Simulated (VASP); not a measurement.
# ZnS (F-43m) in VASP: a series of runs

Runs on ZnS. Level: PBEsol. Tasks: phonons, dielectric tensor.

Everything below comes from runs of VASP 6.6.1. Logs are shortened: lines on timing, memory, paths and dates and some standing lists are left out, and cuts for length are marked.

**Measured values to compare with.**

From a printed reference work, monograph, for a bulk crystal of ZnS: high-frequency dielectric constant 5.14.

The results are compared with them further down.

## 1. The crystal as given

Symmetry: F-43m, No. 216, cubic system. Conventional cell: a = 5.361 Å, b = 5.361 Å, c = 5.361 Å, α = 90.00°, β = 90.00°, γ = 90.00°. Zn (site symmetry -43m) has 4 S at 2.32 Å as nearest neighbours. S (site symmetry -43m) is surrounded by 4 Zn at 2.32 Å.

## 2. Phonons, PBEsol

File POSCAR:

```
ZnS
1.0
    0.0000000000      2.6803314388      2.6803314388
    2.6803314388      0.0000000000      2.6803314388
    2.6803314388      2.6803314388      0.0000000000
  Zn              S
     1     1
Direct
     0.2500000000000000    0.2500000000000000    0.2500000000000000
     0.0000000000000000    0.0000000000000000    0.0000000000000000
```

File INCAR.step1:

```
PREC = Accurate
ENCUT = 600
EDIFF = 1E-8
ISMEAR = 0
SIGMA = 0.03
LREAL = F
LASPH = T
NELM = 80
ALGO = Normal
ISIF = 3
LWAVE = F
LCHARG = F
GGA = PS
IBRION = 2
NSW = 40
EDIFFG = -0.002
```

File INCAR.step2:

```
PREC = Accurate
ENCUT = 600
EDIFF = 1E-8
ISMEAR = 0
SIGMA = 0.03
LREAL = F
LASPH = T
NELM = 80
ALGO = Normal
ISIF = 2
LWAVE = F
LCHARG = F
GGA = PS
IBRION = 6
NFREE = 2
POTIM = 0.015
NSW = 1
```

File KPOINTS:

```
Automatic mesh
0
Gamma
  10 10 10
```

Potentials or basis: VASP PAW PBE potentials, release 64 (Zn, S).

Started as:

```sh
cat potpaw_PBE.64/Zn/POTCAR potpaw_PBE.64/S/POTCAR > POTCAR
cp INCAR.step1 INCAR
mpirun -np 1 vasp_std > vasp.out
cp CONTCAR POSCAR
cp INCAR.step2 INCAR
mpirun -np 1 vasp_std > vasp.out
```

OUTCAR:

```text
PREC = Accurate
   ENCUT = 600
   EDIFF = 1E-8
   ISMEAR = 0
   LREAL = F
   LASPH = T
   NELM = 80
   ISIF = 2
   GGA = PS
   IBRION = 6
   NFREE = 2
   POTIM = 0.015
   NSW = 1

 ion  position               nearest neighbor table
   1  0.250  0.250  0.250-   2 2.32   2 2.32   2 2.32   2 2.32
   2  0.000  0.000  0.000-   1 2.32   1 2.32   1 2.32   1 2.32

  LATTYP: Found a face centered cubic cell.
 ALAT       =     5.3606628776

  Lattice vectors:

 A1 = (   0.0000000000,   2.6803314388,   2.6803314388)
 A2 = (   2.6803314388,   0.0000000000,   2.6803314388)
 A3 = (   2.6803314388,   2.6803314388,   0.0000000000)

Analysis of symmetry for initial positions (statically):
=====================================================================
 Subroutine PRICEL returns:
 Original cell was already a primitive cell.

 Routine SETGRP: Setting up the symmetry group for a
 face centered cubic supercell.

 Subroutine GETGRP returns: Found 24 space group operations
 (whereof 24 operations were pure point group operations)
 out of a pool of 48 trial point group operations.

The static configuration has the point symmetry T_d .

Analysis of symmetry for dynamics (positions and initial velocities):
=====================================================================
 Subroutine PRICEL returns:
 Original cell was already a primitive cell.

 Routine SETGRP: Setting up the symmetry group for a
 face centered cubic supercell.

 Subroutine GETGRP returns: Found 24 space group operations
 (whereof 24 operations were pure point group operations)
 out of a pool of 48 trial point group operations.

The dynamic configuration has the point symmetry T_d .

 Subroutine INISYM returns: Found 24 space group operations
 (whereof 24 operations are pure point group operations),
 and found     1 'primitive' translations

----------------------------------------------------------------------------------------

                                     Primitive cell

  volume of cell :      38.5119

  direct lattice vectors                    reciprocal lattice vectors
     0.000000000  2.680331439  2.680331439    -0.186544094  0.186544094  0.186544094
     2.680331439  0.000000000  2.680331439     0.186544094 -0.186544094  0.186544094
     2.680331439  2.680331439  0.000000000     0.186544094  0.186544094 -0.186544094

  length of vectors
     3.790561072  3.790561072  3.790561072     0.323103849  0.323103849  0.323103849

  position of ions in fractional coordinates (direct lattice)
     0.250000000  0.250000000  0.250000000
     0.000000000  0.000000000  0.000000000

  ion indices of the primitive-cell ions
   primitive index   ion index
                 1           1
                 2           2

----------------------------------------------------------------------------------------

 KPOINTS: Automatic mesh

Automatic generation of k-mesh.
 Grid dimensions read from file:
 generate k-points for:   10   10   10

 Generating k-lattice:

  Cartesian coordinates                     Fractional coordinates (reciprocal lattice)
    -0.018654409  0.018654409  0.018654409     0.100000000  0.000000000  0.000000000
     0.018654409 -0.018654409  0.018654409     0.000000000  0.100000000  0.000000000
     0.018654409  0.018654409 -0.018654409     0.000000000  0.000000000  0.100000000

  Length of vectors
     0.032310385  0.032310385  0.032310385

  Shift w.r.t. Gamma in fractional coordinates (k-lattice)
     0.000000000  0.000000000  0.000000000

 Subroutine IBZKPT returns following result:
 ===========================================

 Found     47 irreducible k-points:

 Following reciprocal coordinates:
            Coordinates               Weight
  0.000000  0.000000  0.000000      1.000000
  0.100000  0.000000  0.000000      8.000000
  0.200000  0.000000  0.000000      8.000000
  0.300000  0.000000  0.000000      8.000000
  0.400000  0.000000  0.000000      8.000000
  0.500000  0.000000  0.000000      4.000000
[... 16 lines left out ...]
  0.300000  0.300000  0.000000      6.000000
  0.400000  0.300000  0.000000     24.000000
 [... further k-points ...]
   k-points           NKPTS =     47   k-points in BZ     NKDIM =     47   number of bands    NBANDS=     13
   number of dos      NEDOS =    301   number of ions     NIONS =      2
   total plane-waves  NPLWV =  27000
   dimension x,y,z NGX =    30 NGY =   30 NGZ =   30
   dimension x,y,z NGXF=    60 NGYF=   60 NGZF=   60
   ions per type =               1   1
   NGX,Y,Z   is equivalent  to a cutoff of  13.16, 13.16, 13.16 a.u.
   NGXF,Y,Z  is equivalent  to a cutoff of  26.31, 26.31, 26.31 a.u.
 SYSTEM =  unknown system
   PREC   = accura    normal or accurate (medium, high low for compatibility)
   ISTART =      0    job   : 0-new  1-cont  2-samecut
   ICHARG =      2    charge: 1-file 2-atom 10-const
   ISPIN  =      1    spin polarized calculation?
   LNONCOLLINEAR =      F non collinear calculations
   LSORBIT =      F    spin-orbit coupling
   LASPH  =      T    aspherical Exc in radial PAW
   ENCUT  =  600.0 eV  44.10 Ry    6.64 a.u.   7.57  7.57  7.57*2*pi/ulx,y,z
   NELM   =     80;   NELMIN=  2; NELMDL=  0     # of ELM steps
   EDIFF  = 0.1E-07   stopping-criterion for ELM
   LREAL  =      F    real-space projection
   EDIFFG = 0.1E-06   stopping-criterion for IOM
   NSW    =     61    number of steps for IOM
   IBRION =      6    ionic relax: 0-MD 1-quasi-New 2-CG
   NFREE  =      2    steps in history (QN), initial steepest desc. (CG)
   ISIF   =      2    stress and relaxation
   ISYM   =      2    0-nonsym 1-usesym 2-fastsym
   POTIM  = 0.0150    time-step for ionic-motion
   TEBEG  =    0.0;   TEEND  =   0.0 temperature during run
   PSTRESS=    0.0 pullay stress
   NELECT =      18.0000    total number of electrons
   NUPDOWN=      -1.0000    fix difference up-down
   EMIN   =  10.00;   EMAX   =-10.00  energy-range for DOS
   EFERMI =   0.00;   METHOD = LEGACY
   ISMEAR =     0;   SIGMA  =   0.03  broadening in eV -4-tet -1-fermi 0-gaus
   EFERMI_NEDOS =   21; number of points for ismear=-14 and -15
   IALGO  =     38    algorithm
   IMIX   =      4    mixing-type and parameters
     AMIX     =   0.40;   BMIX     =  1.00
     AMIX_MAG =   1.60;   BMIX_MAG =  1.00
  volume/ion in A,a.u.               =      19.26       129.95
  Fermi-wavevector in a.u.,A,eV,Ry     =   1.270478  2.400855 21.961361  1.614114
  Thomas-Fermi vector in A             =   2.403463
   LORBIT       =      0    0 simple, 1 ext, 2 COOP (PROOUT), +10 PAW based schemes
   GGA     = PS    functional components
   LHFCALC =     F    Hartree Fock is set to
   AEXX    =    0.0000 exact exchange contribution
   IVDW    =     0    specifies the selected vdW correction
   LEPSILON=     F    determine dielectric tensor
   LRPA    =     F    only Hartree local field effects (RPA)
 finite differences with symmetry
 non-spin polarized calculation
 Gauss-broadening in eV      SIGMA  =   0.03
  energy-cutoff  :      600.00
  volume of cell :       38.51
 maximum number of plane-waves:      1307
   NGX = 15   NGY = 15   NGZ = 15

--------------------------------------- Ionic step        1  -------------------------------------------

 number of electron      18.0000011 magnetization

 Free energy of the ion-electron system (eV)
  ---------------------------------------------------
  ext. energy  EPLUGINS =         0.00000000
  ---------------------------------------------------
  free energy    TOTEN  =        -7.58912789 eV

  energy without entropy =       -7.58912789  energy(sigma->0) =       -7.58912789

------------------------ aborting loop because EDIFF is reached ----------------------------------------

  FORCE on cell =-STRESS in cart. coord.  units (eV):
  Direction    XX          YY          ZZ          XY          YZ          ZX
  --------------------------------------------------------------------------------------
  -------------------------------------------------------------------------------------
  Total        0.0034932      0.0034932      0.0034932      0.0000000      0.0000000      0.0000000
  in kB        0.1453231      0.1453231      0.1453231      0.0000000      0.0000000      0.0000000
  external PRESSURE =       0.1453231 kB  Pullay stress =       0.0000000 kB
[... 129 lines left out ...]
  energy  without entropy=       -7.5884374967  energy(sigma->0) =       -7.58843750

--------------------------------------- Ionic step        5  -------------------------------------------

 number of electron      18.0000011 magnetization

 Free energy of the ion-electron system (eV)
  ---------------------------------------------------
  ext. energy  EPLUGINS =         0.00000000
  ---------------------------------------------------
  free energy    TOTEN  =        -7.58843744 eV

  energy without entropy =       -7.58843744  energy(sigma->0) =       -7.58843744

 E-fermi :   2.4430     XC(G=0):  -9.9635

 val. band max:        2.2541427737   @ k =   0.0000   0.0000   0.0000
 cond. band min:       4.3245222181   @ k =   0.0000   0.0000   0.0000
 fundamental gap:      2.0703794444
 Fermi energy:         2.4430262707

 k-point     1 :       0.0000    0.0000    0.0000
  band No.  band energies     occupation
      1     -11.0862      2.00000
      2      -4.2435      2.00000
      3      -4.2316      2.00000
      4      -4.2197      2.00000
      5      -3.7035      2.00000
      6      -3.7034      2.00000
      7       2.2276      2.00000
      8       2.2417      2.00000
      9       2.2541      2.00000
     10       4.3245      0.00000
     11       8.5251      0.00000
     12       8.5318      0.00000
     13       8.5400      0.00000
[... 353 lines left out ...]
 k-point    24 :       0.4000    0.3000    0.0000
  band No.  band energies     occupation
      1     -10.0644      2.00000
      2      -4.2769      2.00000
      3      -3.9748      2.00000
      4      -3.9668      2.00000
      5      -3.6802      2.00000
      6      -3.6417      2.00000
      7      -1.6029      2.00000
      8       0.1367      2.00000
      9       0.3741      2.00000
     10       6.1189      0.00000
     11       6.8711      0.00000
     12      10.9739      0.00000
     13      11.9533      0.00000

 [... further k-points ...]
[... 5 lines left out ...]
  --------------------------------------------------------------------------------------
  -------------------------------------------------------------------------------------
  Total        0.0034788      0.0055026      0.0055026      0.0000000     -0.0912253      0.0000000
  in kB        0.1447233      0.2289199      0.2289199      0.0000000     -3.7951637      0.0000000
  external PRESSURE =       0.2008544 kB  Pullay stress =       0.0000000 kB
[... 17 lines left out ...]
  FREE ENERGIE OF THE ION-ELECTRON SYSTEM (eV)
  ---------------------------------------------------
  free  energy   TOTEN  =        -7.5884374431 eV

  energy  without entropy=       -7.5884374431  energy(sigma->0) =       -7.58843744

 INTERNAL STRAIN TENSORS FROM DISPLACED ATOMS
 ============================================

 INTERNAL STRAIN TENSOR FOR ION    1 for displacements in x,y,z  (eV/Angst):
          X           Y           Z          XY          YZ          ZX
  --------------------------------------------------------------------------------
  x     0.00000     0.00000     0.00000     0.00000    -6.07807     0.00000
  y     0.00000    -0.00000     0.00000     0.00000     0.00000    -6.07807
  z     0.00000     0.00000     0.00000    -6.07807     0.00000     0.00000

 INTERNAL STRAIN TENSOR FOR ION    2 for displacements in x,y,z  (eV/Angst):
          X           Y           Z          XY          YZ          ZX
  --------------------------------------------------------------------------------
  x     0.00000    -0.00000    -0.00000     0.00000     6.07997     0.00000
  y    -0.00000     0.00000    -0.00000     0.00000     0.00000     6.07997
  z    -0.00000    -0.00000     0.00000     6.07997     0.00000     0.00000

 Eigenvectors and eigenvalues of the dynamical matrix
 ----------------------------------------------------

   1 f  =    8.352187 THz    52.478336 2PiTHz  278.598954 cm-1    34.541852 meV
             X         Y         Z           dx          dy          dz
      1.340166  1.340166  1.340166     0.000000    0.574416    0.000000
      0.000000  0.000000  0.000000     0.000000   -0.818564    0.000000

   2 f  =    8.352187 THz    52.478336 2PiTHz  278.598954 cm-1    34.541852 meV
             X         Y         Z           dx          dy          dz
      1.340166  1.340166  1.340166    -0.574416    0.000000    0.000000
      0.000000  0.000000  0.000000     0.818564    0.000000    0.000000
[... 11 lines left out ...]
   5 f/i=    0.008199 THz     0.051513 2PiTHz    0.273477 cm-1     0.033907 meV
             X         Y         Z           dx          dy          dz
      1.340166  1.340166  1.340166     0.000000   -0.818564    0.000000
      0.000000  0.000000  0.000000     0.000000   -0.574416    0.000000

   6 f/i=    0.008199 THz     0.051513 2PiTHz    0.273477 cm-1     0.033907 meV
             X         Y         Z           dx          dy          dz
      1.340166  1.340166  1.340166     0.000000    0.000000    0.818564
      0.000000  0.000000  0.000000     0.000000    0.000000    0.574416

 ELASTIC MODULI CONTR FROM IONIC RELAXATION (kBar)
 Direction    XX          YY          ZZ          XY          YZ          ZX
 --------------------------------------------------------------------------------
 XX          -0.0000     -0.0000     -0.0000      0.0000      0.0000      0.0000
 YY          -0.0000     -0.0000     -0.0000      0.0000      0.0000     -0.0000
 ZZ          -0.0000     -0.0000     -0.0000      0.0000      0.0000      0.0000
 XY           0.0000      0.0000      0.0000   -250.1639      0.0000      0.0000
 YZ           0.0000      0.0000      0.0000      0.0000   -250.1639      0.0000
 ZX           0.0000     -0.0000      0.0000      0.0000      0.0000   -250.1639
 --------------------------------------------------------------------------------
```

Wall time 2.7 min (1 thread of AMD EPYC 9R14 (Zen 4), shared host); peak memory 0.3 GiB.

Results:

| Property | Result |
| --- | --- |
| Highest phonon frequency at Γ, LO-TO splitting left out | 279 cm⁻¹ |

Phonon frequencies in cm⁻¹ (negative: imaginary):
```csv
q point,frequencies
"(0.000, 0.000, 0.000)",0 0 0 279 279 279
```

Caveat: the PAW data sets were made with another functional, which shifts forces and pressure a little.

(Part 1 of 2 ends here.)
